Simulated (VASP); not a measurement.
## GaN (strained zincblende): one r²SCAN single-point calculation in two programs

```
CELL_PARAMETERS angstrom
0.00000 2.29393 2.29393
2.29393 0.00000 2.29393
2.29393 2.29393 0.00000
ATOMIC_POSITIONS crystal
Ga 0.00000 0.00000 0.00000
N 0.25000 0.25000 0.25000
```

Each program uses its own PAW datasets. VASP's cell holds 18 valence electrons and Ansatz's 18. Ansatz's stress includes a Pulay correction; VASP's doesn't.

Cutoffs: 520 eV in VASP, 500 eV in Ansatz. k meshes: 10×10×10 and 10×10×10.

|  | VASP | Ansatz |
| --- | --- | --- |
| gap between bands v and c | 1.76 eV | 1.77 eV |
| least direct gap | 1.76 eV | 1.77 eV |
| pressure | -9.3 GPa | -10.3 GPa |

Band v is the last that the valence electrons fill when counted band by band, and c is the next. Levels in eV from the top of v, Ansatz:

```csv
point,v−1,v,c,c+1
Γ,0.00,0.00,1.77,10.67
X,-2.60,-2.60,3.75,6.93
K,-4.06,-2.09,5.37,8.10
L,-0.93,-0.93,4.80,9.16
W,-3.56,-3.44,6.61,8.58
```

VASP:

| point | v−1 | v | c | c+1 |
| --- | --- | --- | --- | --- |
| Γ | 0.00 | 0.00 | 1.76 | 10.65 |
| X | -2.60 | -2.60 | 3.74 | 6.91 |
| K | -4.06 | -2.09 | 5.36 | 8.08 |
| L | -0.93 | -0.93 | 4.78 | 9.15 |
| W | -3.56 | -3.44 | 6.61 | 8.55 |
